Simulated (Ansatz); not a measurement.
# SiO$_{2}$: the gap under pressure

SiO$_{2}$, P6_422, a = 5.105 Å, c = 5.585 Å. This isn't the usual stable structure of the compound. Ansatz: PBE, PAW, 420 eV, Γ-centred 6×6×4 mesh on 9 atoms, Gaussian smearing 0.02 eV; no spin polarisation. Cell and atoms are relaxed at each pressure, and no other structure is tried, so the rows at high pressure may lie past a change of phase. The gap is sought over the whole zone. The pressures are the targets, met within 0.01 GPa.

| P (GPa) | gap y (eV) |
| --- | --- |
| -1.0 | 5.501 |
| 0.0 | ? |
| 1.0 | 5.580 |
| 4.0 | 5.676 |
| 12.0 | 5.834 |
| 25.0 | 5.703 |

Task: Fit y = E0 + αP + βP² to the other rows and predict the missing gap.

Result: Least squares on the rows shown. y = 5.5406 + 0.040520 P − 0.0013601 P². So α = 40.5 meV/GPa at zero pressure. With a term in P³ added, the coefficient of P becomes 0.03834, 5 % less, which shows how far this figure hangs on the form. At P = 0.0 the fit asked for gives 5.541 eV. The run gave 5.543 eV, so the fit is 0.002 eV too low, within the rms miss on the fitted rows (0.003 eV). Note that among the fitted rows a band edge sits at another point of the zone at 12, 25 GPa than at zero pressure, so one curve spans more than one gap.

Semilocal functionals give gaps under the measured ones; changes of the gap mostly carry over better.